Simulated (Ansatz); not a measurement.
## Amorphous B$_{10}$P$_{11}$ from a fast quench

A packing of 21 atoms, thrown in at random and pushed apart as soft spheres with like charges further apart (10 B, 11 P) went through Langevin stages in a fixed cell of 13.86 Å³/atom, at one k point, without spin and with a Fermi–Dirac width of kT (0.05 eV at least). All numbers below come from DFT PBE, scalar-relativistic, plane waves, PAW in Ansatz 0.2.0.

| thermostat (K) | duration (fs) | friction (1/fs) | cutoff (eV) | mean T (K) | mean P (GPa) | mean square displacement (Å²) |
| --- | --- | --- | --- | --- | --- | --- |
| 4000 | 36 | 0.030 | 320 | 4210 | 6.4 | 0.40 |
| 4000 | 375 | 0.030 | 420 | 4178 | 6.8 | 6.33 |
| 2880 | 375 | 0.030 | 420 | 2793 | 2.7 | 2.31 |
| 1600 | 375 | 0.030 | 420 | 1529 | -1.1 | 1.05 |
| 300 | 375 | 0.030 | 420 | 321 | -1.4 | 0.20 |

Means run over the second half of a stage; pressure includes the kinetic part; displacements count from the stage's start, the atoms' common shift taken off.

Cell and atoms were then relaxed on coarser meshes and computed once more: Settings: cutoff 420 eV, Γ-centred mesh 5×5×5 on the computed 21-atom cell, Gaussian smearing of 0.10 eV; no spin polarisation.

Q: What structure is left?

A: One draw of many: 13.36 Å³/atom with no gap on the mesh, 0.21 eV/atom above the elements' standard states (static lattices, no corrections for gases) (a random packing after short dynamics, relaxed).

Counting as bonded all pairs within 1.2 times the summed covalent radii:

| atom → neighbour | mean count | mean length (Å) | spread (Å) |
| --- | --- | --- | --- |
| B → B | 2.80 | 1.82 | 0.08 |
| B → P | 1.80 | 2.00 | 0.07 |
| P → B | 1.64 | 2.00 | 0.07 |
| P → P | 2.00 | 2.25 | 0.11 |

Angles between all pairs of such bonds at an atom (mean ± spread): 103 ± 25° at B, 105 ± 21° at P.

```yaml
crystal:
  lattice:
    - [6.54355, 0.39781, -0.24043]
    - [0.39687, 6.37361, 0.41572]
    - [-0.23455, 0.41314, 6.79127]
  atoms:
    - { symbol: B, position: [0.41912, 0.08105, 0.31342] }
    - { symbol: B, position: [0.45214, 0.02001, 0.56224] }
    - { symbol: B, position: [0.44220, 0.36479, 0.28143] }
    - { symbol: B, position: [0.38043, 0.85656, 0.76147] }
    - { symbol: B, position: [0.53588, 0.44861, 0.54744] }
    - { symbol: B, position: [0.41590, 0.62989, 0.36080] }
    - { symbol: B, position: [0.54888, 0.83223, 0.25557] }
    - { symbol: B, position: [0.13402, 0.73876, 0.38890] }
    - { symbol: B, position: [0.24126, 0.14238, 0.71298] }
    - { symbol: B, position: [0.33025, 0.67036, 0.59954] }
    - { symbol: P, position: [0.74796, 0.02054, 0.58620] }
    - { symbol: P, position: [0.14762, 0.48803, 0.23836] }
    - { symbol: P, position: [0.59212, 0.76051, 0.99091] }
    - { symbol: P, position: [0.60181, 0.40182, 0.04015] }
    - { symbol: P, position: [0.81494, 0.98022, 0.89680] }
    - { symbol: P, position: [0.37265, 0.38951, 0.77244] }
    - { symbol: P, position: [0.81564, 0.47687, 0.64143] }
    - { symbol: P, position: [0.14846, 0.94524, 0.92332] }
    - { symbol: P, position: [0.83228, 0.75569, 0.42920] }
    - { symbol: P, position: [0.02673, 0.25809, 0.48848] }
    - { symbol: P, position: [0.14875, 0.01954, 0.23842] }
```

The final mesh leaves forces up to 0.18 eV/Å and stresses up to 0.9 GPa: the relaxation ran on a coarser mesh, so the cell's shape, its bonds and its energy belong partly to that mesh.

Cost: 6 runs of about 26 core-minutes in all (earlier runs that led there not counted), on Intel Xeon 6975P-C (Granite Rapids) (shared hosts).